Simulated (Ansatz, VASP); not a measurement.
**One calculation of Sc, two programs**

The input INCAR:

```
AGGAC = 1.0 ; AGGAX = 1.0
ALDAC = 0.0 ; ALDAX = 1.0
ALGO = Normal ; EDIFF = 1E-6
ENCUT = 520 ; GGA = B5
ISIF = 2 ; ISMEAR = -1
LASPH = T ; LCHARG = F
LREAL = F ; LWAVE = F
NBANDS = 12 ; NELM = 60
PREC = Accurate ; SIGMA = 0.1
```

Contents of KPOINTS:

```
k-points
0
Gamma
  12 12 12
```

The input POSCAR:

```
Sc
1.0
    2.9581916779      0.0000000000      0.0000000000
    0.0000000000      2.9581916779      0.0000000000
    0.0000000000      0.0000000000      2.9581916779
Sc
1
Direct
    0.0000000000      0.0000000000      0.0000000000
```

Input for Ansatz:

```yaml
crystal:
  lattice:
    - [2.9581916779, 0.0, 0.0]
    - [0.0, 2.9581916779, 0.0]
    - [0.0, 0.0, 2.9581916779]
  atoms:
    - { symbol: Sc, position: [0.0, 0.0, 0.0] }
hamiltonian:
  xc: blyp
  pseudopotentials:
    kind: paw
    azcp:
      Sc: "pseudopotentials/Sc.paw.azcp"
basis:
  ecutwfc: 420
  fft_grid_basis: typed
kpoints:
  mp_grid: { grid: [12, 12, 12], shift: [0, 0, 0] }
magnetization:
  spin_polarized: false
scf:
  occupations: { method: fermi_dirac, width: 0.1 }
  lower_state_search: "off"
output:
  stress: true
```

Alike in both runs: task single point; functional BLYP; k mesh 12 × 12 × 12; occupations fermi-dirac, width 0.1 eV; no spin polarisation.

|  | VASP | Ansatz |
| --- | --- | --- |
| version | VASP 6.6.1 | Ansatz 0.2.0 |
| potentials or method | VASP PAW PBE potentials, release 64 (Sc_sv) | plane waves (420 eV) with PAW, scalar-relativistic |
| plane-wave cutoff (eV) | 520 | 420 |
| valence electrons in the cell | 11 | 11 |

```csv
,VASP,Ansatz,Ansatz less VASP
pressure (GPa),1.4,1.4,0.00
```

Caveats: the PAW data sets were made with another functional, which shifts forces and pressure a little (VASP).
